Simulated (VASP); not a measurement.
Crystal: GaAs.

```
CELL_PARAMETERS angstrom
0.00000 2.82685 2.82685
2.82685 0.00000 2.82685
2.82685 2.82685 0.00000
ATOMIC_POSITIONS crystal
As 0.75000 0.75000 0.75000
Ga 0.00000 0.00000 0.00000
```

```yaml
Program: VASP 6.6.1
Task: relaxation of cell and atoms
Functional: PBE
Potentials_or_basis: VASP PAW PBE potentials, release 64 (As_GW, Ga_d_GW)
Cutoff: 630 eV
k_mesh: 8 × 8 × 8
Occupations: fermi-dirac, width 0.05 eV
Spin: no spin polarisation
```

At the start: pressure 3.2 GPa; volume 22.59 Å³/atom.

Question: How do energy, volume and symmetry change on relaxing?

Answer: Over 3 steps the energy falls by 10.2 meV/atom and the volume is 23.65 Å³/atom (+4.7 %); space group F-43m (No. 216, to 0.05 Å).

Step by step:
```csv
step,energy change (eV),largest force (eV/Å),pressure (GPa),volume (Å³)
1,0.0000,0.0000,3.24,45.18
2,-0.0171,0.0000,-1.12,48.23
3,-0.0204,0.0000,-0.03,47.30
```

Final structure:
```cif
data_structure
_symmetry_space_group_name_H-M 'P 1'
_symmetry_Int_Tables_number 1
_cell_length_a 4.0595
_cell_length_b 4.0595
_cell_length_c 4.0595
_cell_angle_alpha 60.000
_cell_angle_beta 60.000
_cell_angle_gamma 60.000
_cell_volume 47.30
loop_
_atom_site_label
_atom_site_type_symbol
_atom_site_fract_x
_atom_site_fract_y
_atom_site_fract_z
_atom_site_occupancy
As1 As 0.75000 0.75000 0.75000 1
Ga1 Ga 0.00000 0.00000 0.00000 1
```
